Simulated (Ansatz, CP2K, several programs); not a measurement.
Energy against volume for KBr in the zincblende structure, at fixed shape and fractional coordinates, computed by several methods (PBE and r2SCAN, where shown, with plane waves in Ansatz); the cell shown is that of r2SCAN. The symmetry is F-43m (No. 216, cubic); a = 7.377 Å in the conventional setting, 50.17 Å³ an atom. K has 4 Br at 3.19 Å; Br has 4 K at 3.19 Å. Simulation only: spin-unpolarised, and no claim that this is the phase found in nature. Energies count from each curve's lowest point; fits are third-order Birch-Murnaghan.

```yaml
crystal:
  lattice:
    - [0.00000, 3.68830, 3.68830]
    - [3.68830, 0.00000, 3.68830]
    - [3.68830, 3.68830, 0.00000]
  atoms:
    - { symbol: K, position: [0.00000, 0.00000, 0.00000] }
    - { symbol: Br, position: [0.25000, 0.25000, 0.25000] }
```

Q: PBE, on the shape of its own relaxed cell, gives
```
V (Å³/atom)  E (meV/atom)
     48.454          5.84
     50.001          1.35
     51.547          0.00
     53.093          1.29
     54.640          4.82
```
What equilibrium volume and bulk modulus follow?

A: V₀ = 51.52 Å³ an atom and B₀ = 9 GPa.

PBE/SZV (CP2K), on the shape of the cell shown:
```csv
V (Å³/atom),E (meV/atom)
44.153,64.79
47.164,23.80
50.174,4.24
53.184,0.00
56.195,6.76
```
V₀ = 52.68 Å³ an atom and B₀ = 11 GPa.

r2SCAN, on the shape of its own relaxed cell:

| V (Å³/atom) | E (meV/atom) |
| --- | --- |
| 47.164 | 6.52 |
| 48.669 | 1.57 |
| 50.174 | 0.00 |
| 51.679 | 1.27 |
| 53.184 | 4.93 |

V₀ = 50.21 Å³ an atom and B₀ = 10 GPa.

light PBE (260 eV and a coarse mesh), on the shape of the cell shown:

| V (Å³/atom) | E (meV/atom) |
| --- | --- |
| 46.160 | 38.11 |
| 48.167 | 11.18 |
| 50.174 | 0.81 |
| 52.181 | 17.50 |
| 54.188 | 0.00 |
| 56.195 | 10.68 |

The points scatter about the fit by more than 0.3 meV an atom, since at so low a cutoff the number of plane waves jumps with the volume, so no fit is quoted.

Q: PBE/DZVP (CP2K), on the shape of the cell shown, gives
```
V (Å³/atom)  E (meV/atom)
     44.153         49.45
     47.164         17.05
     50.174          2.20
     53.184          0.00
     56.195          6.92
```
What equilibrium volume and bulk modulus follow?

A: V₀ = 52.28 Å³ an atom and B₀ = 9 GPa.
